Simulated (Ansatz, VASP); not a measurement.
# One calculation of CdS, two programs

```
CELL_PARAMETERS angstrom
0.00000 2.91000 2.91000
2.91000 0.00000 2.91000
2.91000 2.91000 0.00000
ATOMIC_POSITIONS crystal
Cd 0.00000 0.00000 0.00000
S 0.75000 0.75000 0.75000
```

Alike in both runs: task single point; functional PBE; k mesh 10 × 10 × 10; occupations gaussian, width 0.05 eV; no spin polarisation.

```csv
,VASP,Ansatz
version,VASP 6.6.1,Ansatz 0.2.0
potentials or method,"VASP PAW PBE potentials, release 64 (Cd, S)","scalar-relativistic, plane waves, PAW"
plane-wave cutoff (eV),520,420
valence electrons in the cell,18,26
```

Ansatz gave:

```
gap on the k mesh at the Fermi level (eV) : 1.16
least direct gap on the mesh (eV)         : 1.16
pressure (GPa)                            : 3.3
```

Q: Which values does VASP return?

A: gap on the k mesh at the Fermi level (eV): 1.16; least direct gap on the mesh (eV): 1.16; pressure (GPa): 3.7.

The two sets of potentials don't hold the same shells in valence.

As with any semilocal functional, this PBE gap is likely too small.
